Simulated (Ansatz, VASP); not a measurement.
# Cross-check of Ni3GeC between VASP and Ansatz, part 2 of 2

One calculation is typed for both programs; each brings its own data sets. How far apart do they land? The cell is taken from a series of runs on this material, whose earlier steps may have relaxed, scaled, displaced or heated it; both programs get it as it stands.

VASP 6.6.1 and Ansatz 0.2.0.

So far. Step 2 (VASP: single point, PBEsol, pair 1): The run ends at a pressure of -1.25 GPa, with forces up to 0.25 eV/Å. Step 3 (Ansatz: single point, PBEsol, pair 1): The run ends at a pressure of -1.42 GPa, with forces up to 0.26 eV/Å.

## (4) Side by side

Known differences besides the potentials themselves: the data sets hold 144 valence electrons in Ansatz (on its PAW soft_1 files) and 96 in VASP; the cutoff is 420 eV in Ansatz and 600 eV in VASP; Ansatz makes its cores anew for this functional, VASP keeps those of its PBE data sets. Total energies have different zeros and are not compared.

Compared:

```
      quantity  Ansatz   VASP  difference
pressure (GPa)   -1.42  -1.25       -0.17
```

Forces (eV/Å; atoms numbered as in POSCAR):

```
atom        Ansatz x, y, z          VASP x, y, z
 Ni1   0.000, 0.000, 0.000   0.000, 0.000, 0.000
 Ni2   0.000, 0.000, 0.000   0.000, 0.000, 0.000
 Ni3   0.000, 0.261, 0.000   0.000, 0.254, 0.000
 Ni4  0.000, -0.261, 0.000  0.000, -0.254, 0.000
 Ni5  0.000, 0.000, -0.261  0.000, 0.000, -0.254
 Ni6   0.000, 0.000, 0.261   0.000, 0.000, 0.254
 Ge7   0.000, 0.000, 0.000   0.000, 0.000, 0.000
 Ge8   0.000, 0.000, 0.000   0.000, 0.000, 0.000
  C9   0.000, 0.000, 0.000   0.000, 0.000, 0.000
 C10   0.000, 0.000, 0.000   0.000, 0.000, 0.000
```

The forces differ by 2.6 meV/Å r.m.s., which is 2.8 % of the r.m.s. force of 0.093 eV/Å (both taken over all components).

## (5) Ansatz: single point, PBEsol, pair 2

A single point gives forces, pressure and levels at one fixed geometry, so differences don't come from the geometry; what else differs is listed under the comparison.

The cell is taken from a series of runs on this material, whose earlier steps may have relaxed, scaled, displaced or heated it; both programs get it as it stands.

input.yaml

```yaml
crystal:
  lattice:
    - [-3.761644871, 0.0, 0.0]
    - [0.0, -3.761644871, -3.761644871]
    - [0.0, -3.761644871, 3.761644871]
  atoms:
    - { symbol: Ni, position: [1.0, 1.0, 0.5] }
    - { symbol: Ni, position: [1.0, 0.5, 0.0] }
    - { symbol: Ni, position: [0.5, 0.1901857412, 0.1901857412] }
    - { symbol: Ni, position: [0.5, 0.8098142588, 0.8098142588] }
    - { symbol: Ni, position: [0.5, 0.3098142588, 0.6901857412] }
    - { symbol: Ni, position: [0.5, 0.6901857412, 0.3098142588] }
    - { symbol: Ge, position: [0.0, 0.5, 0.5] }
    - { symbol: Ge, position: [0.0, 0.0, 0.0] }
    - { symbol: C, position: [0.5, 1.0, 0.5] }
    - { symbol: C, position: [0.5, 0.5, 0.0] }
kpoints:
  mp_grid: { grid: [10, 8, 8] }
hamiltonian:
  xc: pbesol
  pseudopotentials: { kind: paw, azcp: { folder: soft_1 }, xc_functional: pbe }
scf:
  occupations: { method: methfessel_paxton, width: 0.2 }
output:
  forces: true
  stress: true
  eigenvalues: true
```

The run is started by

```console
> ansatz run input.yaml --threads 4 --pin off --max-ram 10240MiB --backend cpu --events-out ev --progress --plain --runs-dir out
```

Numbers of over 12 decimals in the logs are rounded to 6 here.

Output:

```text
[...]
Crystal: 10 atoms, lattice volume = 106.454 Å³
Basis set: ecut = 420 eV, 2077 PW (Γ), exchange–correlation on 54×72×72 points (8 copies of the dense FFT grid, shifted against one another)
Bands: 87, of which v1, the nominal top of the filled ones, is band 72 counted from 1 (71 counted from 0)
Symmetry: 16 space group operations
[...]
k-points: 90 of 640
[...]
k-point 0: bands = [... 68 lower, 15.6747, 15.7406, 16.5548, 16.5548, 17.3351, 17.4824, 18.5569, 18.5569, ... 11 higher]
  k-point 1: bands = [... 68 lower, 15.7267, 15.7318, 16.4401, 16.5275, 17.4122, 17.4283, 18.6095, 18.6203, ... 11 higher]
  k-point 2: bands = [... 68 lower, 15.8646, 15.8944, 16.2532, 16.5618, 17.2083, 17.5313, 18.7396, 18.7730, ... 11 higher]
  k-point 89: bands = [... 68 lower, 15.9601, 15.9601, 16.1427, 16.1427, 17.8649, 17.8649, 19.9959, 19.9959, ... 11 higher]
[key lines of the parts left out:]
SCF converged after 11 iterations
Free energy (F): -43830.304610 eV
Fermi energy:    16.852193 eV
P = ⅓ Tr σ = -1.4332 GPa (-14.332 kbar)
```

The run ends at a pressure of -1.43 GPa, with forces up to 0.25 eV/Å.

## (6) VASP: single point, PBEsol, pair 2

The same cell, functional, mesh and smearing now go to VASP, with its own data sets.

INCAR

```
SYSTEM = Ni3GeC
PREC = Accurate
ENCUT = 600
EDIFF = 1E-06
NELM = 120
ISMEAR = 1
SIGMA = 0.2
LREAL = .FALSE.
ALGO = Normal
GGA = PS
NBANDS = 59
LASPH = .TRUE.
LORBIT = 11
LWAVE = .FALSE.
LCHARG = .FALSE.
ISIF = 2
GGA_COMPAT = .FALSE.
KPAR = 2
```

POSCAR

```
Ni3GeC
1.0
   -3.7616448710      0.0000000000      0.0000000000
    0.0000000000     -3.7616448710     -3.7616448710
    0.0000000000     -3.7616448710      3.7616448710
Ni Ge C
6 2 2
Direct
    0.0000000000      0.0000000000      0.5000000000
    0.0000000000      0.5000000000      0.0000000000
    0.5000000000      0.1901857412      0.1901857412
    0.5000000000      0.8098142588      0.8098142588
    0.5000000000      0.3098142588      0.6901857412
    0.5000000000      0.6901857412      0.3098142588
    0.0000000000      0.5000000000      0.5000000000
    0.0000000000      0.0000000000      0.0000000000
    0.5000000000      0.0000000000      0.5000000000
    0.5000000000      0.5000000000      0.0000000000
```

KPOINTS

```
Automatic mesh
0
Gamma
10 8 8
0 0 0
```

The projector-augmented-wave data sets are Ni, Ge_d and C (PBE family, release 64).

The run is started by

```console
> mpirun -np 2 vasp_std
```

Output:

```text
[banner, memory and clock lines left out]
running    2 mpi-ranks, on    1 nodes
[...]
[... a notice as in an earlier step ...]

 LDA part: xc-table for (Slater+PW92), standard interpolation
 POSCAR, INCAR and KPOINTS ok, starting setup
[...]
entering main loop
       N       E                     dE             d eps       ncg     rms          rms(c)
DAV:   1     0.103398038136E+04    0.10340E+04   -0.44135E+04 12100   0.390E+03
DAV:   2     0.139293495742E+03   -0.89469E+03   -0.84535E+03 10620   0.863E+02
DAV:   3    -0.571868220500E+02   -0.19648E+03   -0.18493E+03 10647   0.275E+02
DAV:   4    -0.773463379444E+02   -0.20160E+02   -0.19448E+02 12612   0.914E+01
[...]
DAV:  15    -0.660682917043E+02   -0.21008E-06   -0.29616E-05 13112   0.481E-02    0.176E-02
DAV:  16    -0.660682872857E+02    0.44186E-05   -0.18783E-05 14573   0.449E-02    0.868E-03
DAV:  17    -0.660682875284E+02   -0.24270E-06   -0.26770E-06  8679   0.133E-02
   1 F= -.66068288E+02 E0= -.66073495E+02  d E =0.156223E-01
```

Parts of OUTCAR (step 6):

```text
  Total        2.2317110     -2.3573798     -2.3573798      0.0000000      0.0000000      0.0000000
  in kB       33.5880790    -35.4794412    -35.4794412      0.0000000      0.0000000      0.0000000
  external PRESSURE =     -12.4569345 kB  Pullay stress =       0.0000000 kB

 POSITION                                       TOTAL-FORCE (eV/Angst)
 -----------------------------------------------------------------------------------
      0.00000     -1.88082      1.88082         0.000000     -0.000000     -0.000000
      0.00000     -1.88082     -1.88082         0.000000     -0.000000     -0.000000
     -1.88082     -1.43082      0.00000         0.000000     -0.254166     -0.000000
     -1.88082     -6.09247      0.00000         0.000000      0.254166     -0.000000
     -1.88082     -3.76164      1.43082         0.000000      0.000000      0.254166
     -1.88082     -3.76164     -1.43082         0.000000      0.000000     -0.254166
      0.00000     -3.76164      0.00000         0.000000      0.000000     -0.000000
      0.00000      0.00000      0.00000         0.000000      0.000000     -0.000000
     -1.88082     -1.88082      1.88082         0.000000     -0.000000     -0.000000
     -1.88082     -1.88082     -1.88082         0.000000      0.000000     -0.000000
 -----------------------------------------------------------------------------------
    total drift:                               -0.000000     -0.000000      0.000000

  FREE ENERGIE OF THE ION-ELECTRON SYSTEM (eV)
  ---------------------------------------------------
  free  energy   TOTEN  =       -66.0682875284 eV

  energy  without entropy=      -66.0839098155  energy(sigma->0) =      -66.07349496

[... 2 parts as in an earlier step ...]

[... 1 further part left out ...]
[key lines of the parts left out:]
E-fermi :   9.7055
```

The run ends at a pressure of -1.25 GPa, with forces up to 0.25 eV/Å.

## (7) Comparison

What differs besides the data sets and the points named for the pairs above, as far as they apply: the data sets hold 144 valence electrons in Ansatz (on its PAW soft_1 files) and 96 in VASP. Total energies have different zeros and are not compared.

Both answers:

```
      quantity  Ansatz   VASP  difference
pressure (GPa)   -1.43  -1.25       -0.19
```

Forces (eV/Å; atoms numbered as in POSCAR):

```
atom        Ansatz x, y, z          VASP x, y, z
 Ni1   0.000, 0.000, 0.000   0.000, 0.000, 0.000
 Ni2   0.000, 0.000, 0.000   0.000, 0.000, 0.000
 Ni3  0.000, -0.246, 0.000  0.000, -0.254, 0.000
 Ni4   0.000, 0.246, 0.000   0.000, 0.254, 0.000
 Ni5   0.000, 0.000, 0.246   0.000, 0.000, 0.254
 Ni6  0.000, 0.000, -0.246  0.000, 0.000, -0.254
 Ge7   0.000, 0.000, 0.000   0.000, 0.000, 0.000
 Ge8   0.000, 0.000, 0.000   0.000, 0.000, 0.000
  C9   0.000, 0.000, 0.000   0.000, 0.000, 0.000
 C10   0.000, 0.000, 0.000   0.000, 0.000, 0.000
```

The forces differ by 2.9 meV/Å r.m.s., which is 3.2 % of the r.m.s. force of 0.093 eV/Å (both taken over all components).

## (8) VASP: single point, PBEsol, pair 3

With cell and atoms fixed, the geometry can't cause a difference; cores, projectors, grids and the points listed under the comparison can.

INCAR is that of step 6.

Changes to POSCAR since step 6:

```diff
@@ -10,6 +10,6 @@
     0.0000000000      0.5000000000      0.0000000000
-    0.5000000000      0.1901857412      0.1901857412
-    0.5000000000      0.8098142588      0.8098142588
-    0.5000000000      0.3098142588      0.6901857412
-    0.5000000000      0.6901857412      0.3098142588
+    0.5000000000      0.1702476549      0.1702476549
+    0.5000000000      0.8297523451      0.8297523451
+    0.5000000000      0.3297523451      0.6702476549
+    0.5000000000      0.6702476549      0.3297523451
     0.0000000000      0.5000000000      0.5000000000
```

KPOINTS is that of step 6.

The run is started by

```console
> mpirun -np 2 vasp_std
```

Output:

```text
[... set-up lines as in an earlier step ...]
 entering main loop
       N       E                     dE             d eps       ncg     rms          rms(c)
DAV:   1     0.103705338877E+04    0.10371E+04   -0.44148E+04 12130   0.391E+03
DAV:   2     0.140300381443E+03   -0.89675E+03   -0.84794E+03 10620   0.868E+02
DAV:   3    -0.566891043319E+02   -0.19699E+03   -0.18570E+03 10631   0.276E+02
DAV:   4    -0.768430095634E+02   -0.20154E+02   -0.19443E+02 12616   0.913E+01
[...]
DAV:  14    -0.656101088804E+02    0.19805E-04   -0.13279E-04 12603   0.168E-01    0.157E-02
DAV:  15    -0.656101104843E+02   -0.16039E-05   -0.19334E-05 12862   0.487E-02    0.648E-03
DAV:  16    -0.656101096040E+02    0.88026E-06   -0.21574E-06  6350   0.161E-02
   1 F= -.65610110E+02 E0= -.65612528E+02  d E =0.725668E-02
```

From OUTCAR (step 8):

```text
  Total        6.5815317     -2.5839671     -2.5839671      0.0000000      0.0000000      0.0000000
  in kB       99.0544952    -38.8896634    -38.8896634      0.0000000      0.0000000      0.0000000
  external PRESSURE =       7.0917228 kB  Pullay stress =       0.0000000 kB

 POSITION                                       TOTAL-FORCE (eV/Angst)
 -----------------------------------------------------------------------------------
      0.00000     -1.88082      1.88082         0.000000      0.000000     -0.000000
      0.00000     -1.88082     -1.88082         0.000000     -0.000000     -0.000000
     -1.88082     -1.28082      0.00000         0.000000     -1.408961     -0.000000
     -1.88082     -6.24247      0.00000         0.000000      1.408961     -0.000000
     -1.88082     -3.76164      1.28082         0.000000     -0.000000      1.408961
     -1.88082     -3.76164     -1.28082         0.000000     -0.000000     -1.408961
      0.00000     -3.76164      0.00000         0.000000     -0.000000     -0.000000
      0.00000      0.00000      0.00000         0.000000     -0.000000     -0.000000
     -1.88082     -1.88082      1.88082         0.000000      0.000000     -0.000000
     -1.88082     -1.88082     -1.88082         0.000000     -0.000000     -0.000000
 -----------------------------------------------------------------------------------
    total drift:                               -0.000000     -0.000000      0.000000

  FREE ENERGIE OF THE ION-ELECTRON SYSTEM (eV)
  ---------------------------------------------------
  free  energy   TOTEN  =       -65.6101096040 eV

  energy  without entropy=      -65.6173662844  energy(sigma->0) =      -65.61252850

[... 2 parts as in an earlier step ...]

[... 1 further part left out ...]
[key lines of the parts left out:]
E-fermi :   9.6831
```

The run ends at a pressure of 0.71 GPa, with forces up to 1.4 eV/Å.

## (9) Ansatz: single point, PBEsol, pair 3

The same cell, functional, mesh and smearing now go to Ansatz, which takes its cutoff from its data sets.

The cell is taken from a series of runs on this material, whose earlier steps may have relaxed, scaled, displaced or heated it; both programs get it as it stands.

input.yaml, the sections that differ from step 5:

```yaml
crystal:
  lattice:
    - [-3.761644871, 0.0, 0.0]
    - [0.0, -3.761644871, -3.761644871]
    - [0.0, -3.761644871, 3.761644871]
  atoms:
    - { symbol: Ni, position: [1.0, 1.0, 0.5] }
    - { symbol: Ni, position: [1.0, 0.5, 0.0] }
    - { symbol: Ni, position: [0.5, 0.1702476549, 0.1702476549] }
    - { symbol: Ni, position: [0.5, 0.8297523451, 0.8297523451] }
    - { symbol: Ni, position: [0.5, 0.3297523451, 0.6702476549] }
    - { symbol: Ni, position: [0.5, 0.6702476549, 0.3297523451] }
    - { symbol: Ge, position: [0.0, 0.5, 0.5] }
    - { symbol: Ge, position: [0.0, 0.0, 0.0] }
    - { symbol: C, position: [0.5, 1.0, 0.5] }
    - { symbol: C, position: [0.5, 0.5, 0.0] }
# kpoints, hamiltonian, scf, output: as in step 5
```

The run is started by

```console
> ansatz run input.yaml --threads 4 --pin off --max-ram 10240MiB --backend cpu --events-out ev --progress --plain --runs-dir out
```

Output:

```text
[...]
Crystal: 10 atoms, lattice volume = 106.454 Å³
Basis set: ecut = 420 eV, 2077 PW (Γ), exchange–correlation on 54×72×72 points (8 copies of the dense FFT grid, shifted against one another)
Bands: 87, of which v1, the nominal top of the filled ones, is band 72 counted from 1 (71 counted from 0)
Symmetry: 16 space group operations
[...]
k-points: 90 of 640
[...]
k-point 0: bands = [... 68 lower, 15.6000, 15.6068, 16.7751, 16.7751, 17.2014, 17.2199, 18.5926, 18.5926, ... 11 higher]
  k-point 1: bands = [... 68 lower, 15.5897, 15.6826, 16.5836, 16.7094, 17.1411, 17.4236, 18.6236, 18.6280, ... 11 higher]
  k-point 2: bands = [... 68 lower, 15.7467, 15.9066, 16.3413, 16.6401, 16.9633, 17.6345, 18.7062, 18.7091, ... 11 higher]
  k-point 89: bands = [... 68 lower, 15.7604, 15.7604, 16.0312, 16.0312, 17.9072, 17.9072, 19.6429, 19.6429, ... 11 higher]
[key lines of the parts left out:]
SCF converged after 11 iterations
Free energy (F): -43829.850273 eV
Fermi energy:    16.827266 eV
P = ⅓ Tr σ = 0.6371 GPa (6.371 kbar)
```

The run ends at a pressure of 0.64 GPa, with forces up to 1.4 eV/Å.

## (10) Differences

What differs besides the data sets and the points named for the pairs above, as far as they apply: the data sets hold 144 valence electrons in Ansatz (on its PAW soft_1 files) and 96 in VASP. Total energies have different zeros and are not compared.

Compared:

```
      quantity  Ansatz  VASP  difference
pressure (GPa)    0.64  0.71       -0.07
```

Forces (eV/Å; atoms numbered as in POSCAR):

```
atom        Ansatz x, y, z          VASP x, y, z
 Ni1   0.000, 0.000, 0.000   0.000, 0.000, 0.000
 Ni2   0.000, 0.000, 0.000   0.000, 0.000, 0.000
 Ni3  0.000, -1.406, 0.000  0.000, -1.409, 0.000
 Ni4   0.000, 1.406, 0.000   0.000, 1.409, 0.000
 Ni5   0.000, 0.000, 1.406   0.000, 0.000, 1.409
 Ni6  0.000, 0.000, -1.406  0.000, 0.000, -1.409
 Ge7   0.000, 0.000, 0.000   0.000, 0.000, 0.000
 Ge8   0.000, 0.000, 0.000   0.000, 0.000, 0.000
  C9   0.000, 0.000, 0.000   0.000, 0.000, 0.000
 C10   0.000, 0.000, 0.000   0.000, 0.000, 0.000
```

The forces differ by 1.0 meV/Å r.m.s., which is 0.2 % of the r.m.s. force of 0.514 eV/Å (both taken over all components).

## (11) Summary of results

```
r.m.s. force difference (single point, PBEsol, pair 1) : 2.6 meV/Å
r.m.s. force difference (single point, PBEsol, pair 2) : 2.9 meV/Å
r.m.s. force difference (single point, PBEsol, pair 3) : 0.19 % of the r.m.s. force
```

**Reading.** The r.m.s. force difference is 2.9 meV/Å (single point, PBEsol, pair 2), within the 12 meV/Å picked in this series as the mark of a large difference. The data sets hold unlike numbers of valence electrons (144 in Ansatz and 96 in VASP), so part of the differences comes from the potentials. Such differences can come from data sets, numerical settings and the points named under the comparisons, not from the functional's error against experiment.

[Lines on the potential files, build, host, timing and source positions are cut from VASP's logs without a mark.]

[Logs are printed without paths, hosts, clocks, repeated set-up lines and the standing remarks that a program may print on its own settings, such as how far it seeks lower states.]

[Hosts, paths, dates, database ids (printed as entryN), source tags and the programs' standing remarks are cut or masked in the printed files.]
